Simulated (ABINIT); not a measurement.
The system is C.

```
C
1.0
     0.00000    1.78337    1.78337
     1.78337    0.00000    1.78337
     1.78337    1.78337    0.00000
C
2
Direct
  0.75000 0.75000 0.75000
  0.50000 0.50000 0.50000
```

This isn't the form of C at room conditions, which is graphite.

Base run:

```yaml
Program: ABINIT 10.8.3 (patched build)
Functional: SCAN
Potentials_or_basis: JTH PAW PBE v2.0
Cutoff: 626 eV
k_mesh: 13 × 13 × 13
Occupations: fermi-dirac, width 0.05 eV
Spin: no spin polarisation
```

Its results: band gap on the k mesh 4.46 eV, indirect (least direct gap 6.05 eV); pressure 1.3 GPa.

Question: After a change of settings the same cell gave: band gap on the k mesh 4.11 eV, indirect (least direct gap 5.55 eV); pressure -13.5 GPa. Which change was it?
A. functional from SCAN to AM05
B. functional from SCAN to PW91
C. functional from SCAN to BLYP
D. functional from SCAN to LDA

Answer: D.

SCAN gives the wider gap, since meta-GGAs in the generalised Kohn-Sham scheme recover part of the derivative discontinuity.

Caveats: the PAW data sets were made with another functional, which shifts forces and pressure a little; an odd mesh through Γ misses points on the zone boundary, where band edges often lie; the atomic spheres overlap.
